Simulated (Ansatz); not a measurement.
Data:

Starting cell, GeO₂ (rutile):

```
CELL_PARAMETERS angstrom
      4.48750     0.00000     0.00000
      0.00000     4.48750     0.00000
      0.00000     0.00000     2.90497
ATOMIC_POSITIONS crystal
  Ge 0.00000 0.00000 0.00000
  Ge 0.50000 0.50000 0.50000
  O  0.30714 0.30714 0.00000
  O  0.80714 0.19286 0.50000
  O  0.19286 0.80714 0.50000
  O  0.69286 0.69286 0.00000
```

A phonon eigenvector at Γ is frozen into this cell: atom i moves by Q times the vector below, so Q is the largest atomic displacement, in Å. The cell is held.

```json
[
 {"atom": "O3", "x": "-0.707", "y": "-0.707", "z": "0.000"},
 {"atom": "O4", "x": "-0.707", "y": "0.707", "z": "0.000"},
 {"atom": "O5", "x": "0.707", "y": "-0.707", "z": "0.000"},
 {"atom": "O6", "x": "0.707", "y": "0.707", "z": "0.000"}
]
```

Atoms not listed stay in place.

Method: PBE (plane waves to 420 eV, PAW, scalar-relativistic; Ansatz, a program for electronic structure). k mesh 8×8×11 (Γ-centred), Fermi-Dirac smearing 0.05 eV. E stands for the smeared free energy. GeO2 was relaxed with its symmetry unable to fall. The zero of ΔE is the undisplaced structure.

The scan covers Q from -0.280 to 0.280 Å in 13 points.

Question: Is the energy the same for displacements of ±0.280 Å, and if not, which side lies higher?

Answer: Not even: the negative side lies higher at ±0.280 Å.

Question: Which space group does the distorted structure have?

Answer: P4_2/mnm (No. 136), as undistorted: a fully symmetric mode.

Question: What is the energy change at Q = 0.280 Å?

Answer: 2965 meV/cell.

Question: What harmonic wavenumber does the curvature at Q = 0 give?

Answer: 647 cm⁻¹.

(For displaced atoms, the force is minus the slope of the energy, and its curvature is a force constant, which sets phonon frequencies.)
